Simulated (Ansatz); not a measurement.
# BeS: the cell at several levels of theory

One table from this session's results is given with a row withheld; the runs are named, their logs left out.

Code: Ansatz 0.2.0. PAW datasets, plane waves, zero pressure. (Calculated; spin-unpolarised; the phase may be known or hypothetical.)

## The structure to begin with

This is the cell as the run starts from it, not yet at rest; its lengths are not the crystal's.

Space group P6_3/mmc (No. 194), hexagonal; a = 2.895 Å, c = 4.719 Å in the conventional setting, 8.57 Å³ an atom. Around Be lie 6 S at 2.05 Å; around S lie 6 Be at 2.05 Å.

The structure in full:

```xyz
4
Lattice="2.8953 0.0000 0.0000 -1.4477 2.5074 0.0000 0.0000 0.0000 4.7194" Properties=species:S:1:pos:R:3 pbc="T T T"
Be    0.0000    0.0000    0.0000
Be    0.0000    0.0000    2.3597
S     0.0000    1.6716    1.1799
S     1.4477    0.8358    3.5396
```

The first run:

input.yaml reads:

```yaml
crystal:
  lattice:
    - [2.89534617, 0.0, 0.0]
    - [-1.447673085, 2.507443336, 0.0]
    - [0.0, 0.0, 4.7194142571]
  atoms:
    - { symbol: Be, position: [0.0, 0.0, 0.0] }
    - { symbol: Be, position: [0.0, 0.0, 0.5] }
    - { symbol: S, position: [0.3333333333, 0.6666666667, 0.25] }
    - { symbol: S, position: [0.6666666667, 0.3333333333, 0.75] }
kpoints:
  mp_grid: { grid: [12, 12, 6] }
hamiltonian:
  xc: pbe
scf:
  occupations: { method: fermi_dirac, width: 0.02 }
relax:
  f_tol: 0.005
  cell: {}
```

Started as:

```console
> ansatz run input.yaml --threads 2 --pin off --max-ram 2211MiB --backend cpu --events-out ev --progress --plain --runs-dir out
```

Steps of the session up to this table: PBE: cell and atoms; r2SCAN: cell and atoms; PBEsol: cell and atoms; Relaxing with LDA; Relaxing with HSE06.

One of the session's tables, all rows but one given; the rest of the session is left out.

It belongs to the step «The cells side by side». 

| level | a (Å) | c (Å) | volume (Å³/atom) |
| --- | --- | --- | --- |
| PBE | 3.300 | 5.247 | 12.375 |
| r2SCAN | 3.300 | 5.255 | 12.392 |
| PBEsol | 3.271 | 5.207 | 12.060 |
| LDA | ? | ? | ? |
| HSE06 | 3.284 | 5.224 | 12.198 |

Estimate the missing values for LDA.

**Answer.** a (Å): 3.247; c (Å): 5.166; volume (Å³/atom): 11.794. In the column «a (Å)» it is the lowest.

In words: From the start to the first minimum the volume moved by +44.5 %. The volume runs from LDA (least) to r2SCAN (most), a spread of 5.1 %, or 1.7 % in length if all axes shared it alike. LDA's volume lies 4.7 % below PBE's. The meshes differ: PBE 12×12×6, r2SCAN 12×12×4, PBEsol 12×12×4, LDA 12×12×4, HSE06 6×6×4.
